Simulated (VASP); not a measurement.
Here is a VASP 6.6.1 calculation.

Contents of INCAR:

```
SYSTEM = BaZrO3
ALGO = Fast
EDIFF = 1E-7
ENCUT = 520
GGA = PE
ISIF = 2
ISMEAR = 0
LASPH = .True.
LCHARG = .False.
LREAL = .False.
LWAVE = .False.
NBANDS = 28
NELM = 100
PREC = Accurate
SIGMA = 0.02
```

KPOINTS

```
k-points
0
Gamma
  6 6 6
  0 0 0
```

POSCAR

```
BaZrO3
1.0
    4.0740339231      0.0000000000      0.0000000000
    0.0000000000      4.0740339231      0.0000000000
    0.0000000000      0.0000000000      4.3538919426
Ba O Zr
1 3 1
Direct
    0.0000000000      0.0000000000      0.0000000000
    0.5000000000      0.5000000000      0.0000000000
    0.0000000000      0.5000000000      0.5000000000
    0.5000000000      0.0000000000      0.5000000000
    0.5000000000      0.5000000000      0.5000000000
```

Potentials or basis: VASP PAW PBE potentials, release 64 (Ba_sv, O, Zr_sv).

Command:

```sh
$ cat potpaw_PBE.64/Ba_sv/POTCAR potpaw_PBE.64/O/POTCAR potpaw_PBE.64/Zr_sv/POTCAR > POTCAR
$ mpirun -np 1 vasp_std > vasp.out
```

Estimate the band gap on the k mesh.

3.07 eV, indirect (least direct gap 3.29 eV).

Estimate the pressure.

9.7 GPa.

Stress tensor (GPa, compression positive):
```
15.01  0.00  0.00
 0.00 15.01  0.00
 0.00  0.00 -1.04
```

Caveat: spin-orbit coupling is left out, which moves the levels of the heavy elements. Expect the measured gap to be larger: semilocal functionals such as PBE lack the derivative discontinuity.
